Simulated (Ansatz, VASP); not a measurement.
**One calculation of Cs, two programs**

INCAR

```
SYSTEM = Cs
PREC     = Accurate       ! precision mode
ENCUT    = 520            ! plane-wave cutoff, eV
EDIFF    = 1E-6           ! SCF threshold, eV
ISMEAR   = -1             ! smearing method
SIGMA    = 0.1            ! smearing width, eV
LREAL    = .False.        ! projectors in reciprocal space
LASPH    = .True.         ! aspherical terms in the spheres
NELM     = 80             ! most SCF steps
ALGO     = Normal         ! electronic algorithm
ISIF     = 2              ! what is computed and relaxed
LWAVE    = .False.        ! write WAVECAR
LCHARG   = .False.        ! write CHGCAR
GGA      = CA             ! functional
NBANDS   = 10             ! bands
```

File KPOINTS:

```
Automatic mesh
0
Gamma
  8 8 8
  0 0 0
```

Contents of POSCAR:

```
Cs
1.0
    4.3604533378      0.0000000000      0.0000000000
    0.0000000000      4.3604533378      0.0000000000
    0.0000000000      0.0000000000      4.3604533378
Cs
1
Direct
    0.0000000000      0.0000000000      0.0000000000
```

Input for Ansatz:

```yaml
crystal:
  lattice:
    - [4.3604533378, 0.0, 0.0]
    - [0.0, 4.3604533378, 0.0]
    - [0.0, 0.0, 4.3604533378]
  atoms:
    - { symbol: Cs, position: [0.0, 0.0, 0.0] }
kpoints:
  mp_grid: { grid: [8, 8, 8] }
scf:
  occupations: { method: fermi_dirac, width: 0.1 }
hamiltonian:
  xc: lda
  pseudopotentials: { kind: paw, level: accurate }
output:
  forces: true
  stress: true
  eigenvalues: true
```

Alike in both runs: task single point; functional LDA; k mesh 8 × 8 × 8; occupations fermi-dirac, width 0.1 eV; no spin polarisation.

|  | VASP | Ansatz |
| --- | --- | --- |
| version | VASP 6.6.1 | Ansatz 0.2.0 |
| potentials or method | VASP PAW LDA potentials, release 64 (Cs_sv) | PAW with other files of Ansatz's library (level accurate), scalar-relativistic |
| plane-wave cutoff (eV) | 520 | 650 |
| valence electrons in the cell | 9 | 9 |

```tsv
	VASP	Ansatz	Ansatz less VASP
pressure (GPa)	0.5	0.5	+0.02
```

Spin-orbit coupling is left out, which matters for the levels of Cs.
